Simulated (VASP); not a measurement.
Set up this calculation in VASP 6.6.1, as the native input.

* Task: single point
* Functional: PBE
* Potentials or basis: VASP PAW PBE potentials, release 64 (Mg, H)
* Cutoff: 520 eV
* k mesh: 18 × 18 × 18
* Occupations: gaussian, width 0.1 eV
* Spin: no spin polarisation
* Dipole correction: no
* Further INCAR settings: ALGO = Fast; EDIFF = 1e-06; NBANDS = 8

The structure of MgH lies in POSCAR:

```
MgH
1.0
    2.9815188158      0.0000000000      0.0000000000
    0.0000000000      2.9815188158      0.0000000000
    0.0000000000      0.0000000000      3.1728782089
Mg H
1 1
Direct
    0.5000000000      0.5000000000      0.0000000000
    0.0000000000      0.0000000000      0.0000000000
```

The cell was built by a generator and needn't be a form met in nature.

The cell isn't the ideal one: random cell by space group and Wyckoff sites (P4/mmm, No. 123).

One way to write it, as run:

INCAR

```
SYSTEM = MgH
  ALGO = Fast
  EDIFF = 1E-6
  ENCUT = 520
  GGA = PE
  ISIF = 2
  ISMEAR = 0
  LASPH = .True.
  LCHARG = .True.
  LELF = .True.
  LREAL = .False.
  LVHAR = .True.
  LWAVE = .False.
  NBANDS = 8
  NELM = 80
  PREC = Accurate
  SIGMA = 0.1
```

KPOINTS

```
k-points
0
Gamma
  18 18 18
  0 0 0
```

Potentials or basis: VASP PAW PBE potentials, release 64 (Mg, H).

The run is started by

```console
$ cat potpaw_PBE.64/Mg/POTCAR potpaw_PBE.64/H/POTCAR > POTCAR
$ mpirun -np 1 vasp_std > vasp.out
```

It gave:

```yaml
Pressure: -0.2 GPa
Band_gap_on_the_k_mesh: none (metal or under the smearing width)
```

Run time: 99 s on 1 thread of Intel(R) Xeon(R) Platinum 8175M CPU @ 2.50GHz (Skylake/Cascade Lake), with other jobs on the host, peak memory 0.26 GiB.
